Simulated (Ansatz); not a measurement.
Input and command of a plane-wave DFT calculation in Ansatz:

```yaml
crystal:
  lattice:
    - [0.0, 4.0910612953, 4.2480470636]
    - [2.3808780418, 0.0, 4.2480470636]
    - [2.3808780418, 4.0910612953, 0.0]
  atoms:
    - { symbol: Ti, position: [0.7436998033, 0.7563001967, 0.7563001967] }
    - { symbol: Ti, position: [0.5063001967, 0.4936998033, 0.4936998033] }
    - { symbol: Si, position: [0.0843999711, 0.4193650771, 0.0879341537] }
    - { symbol: Si, position: [0.4083007981, 0.0879341537, 0.4193650771] }
    - { symbol: Si, position: [0.1656000289, 0.8306349229, 0.1620658463] }
    - { symbol: Si, position: [0.8416992019, 0.1620658463, 0.8306349229] }
basis:
  ecutwfc: 420
kpoints:
  mp_grid: { grid: [14, 14, 14] }
hamiltonian:
  xc: pbesol
scf:
  occupations: { method: gaussian, width: 0.15 }
output:
  forces: true
  stress: true
  eigenvalues: true
```

```bash
ansatz run input.yaml --threads 2 --pin off --max-ram 5120MiB --backend cpu --events-out ev --progress --plain --runs-dir out
```

Processor: Intel(R) Xeon(R) 6975P-C (Granite Rapids), 2 threads, on a host shared with other jobs.

Task: How long does it run, and how much memory does it take?

Result: About 25 s on 2 threads of Intel(R) Xeon(R) 6975P-C (Granite Rapids), with other jobs on the host, peak memory 1.3 GiB. It solves 26 bands at 744 k points (the mesh reduced by symmetry) with about 1601 plane waves, in 6 SCF iterations.
